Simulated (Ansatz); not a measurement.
CuO:

```
Cu O
1.0
     1.99097   -2.15355    0.00000
     1.99097    2.15355    0.00000
     0.00000    0.00000    5.15593
Cu O
2 2
Direct
  0.50000 0.00000 0.00000
  0.00000 0.50000 0.50000
  0.50000 0.50000 0.25000
  0.50000 0.50000 0.75000
```

Measurements of this composition are mostly on another form, of space group No. 15.

Base run:

```yaml
Program: Ansatz 0.2.0
Functional: LDA
Potentials_or_basis: Ansatz PAW
Cutoff: 420 eV
Density_cutoff: 1680 eV
k_mesh: 9 × 9 × 5
Occupations: fermi-dirac, width 0.05 eV
Spin: no spin polarisation
Hubbard_terms: Cu d U = 4.5 eV
```

Its results: band gap on the k mesh none (metal or under the smearing width); pressure -9.8 GPa.

Question: The run is repeated on the same cell with these changes: hubbard terms from Cu d U = 4.5 eV to none; hubbard projectors from ortho-atomic (the default) to none. What comes out?

Answer: Band gap on the k mesh none (metal or under the smearing width); pressure -12.2 GPa.

Caveats: the run has no spin polarisation, though such a crystal can be magnetic; the PAW data sets come from PBE, with cores solved anew for the run's functional, which leaves a small shift of forces and pressure; U without spin polarisation on a metal has little footing (some runs); semilocal functionals often make such compounds metallic where correlation or magnetic order opens a gap, which also shifts bond lengths (some runs).

Not every run made on this cell is shown here.
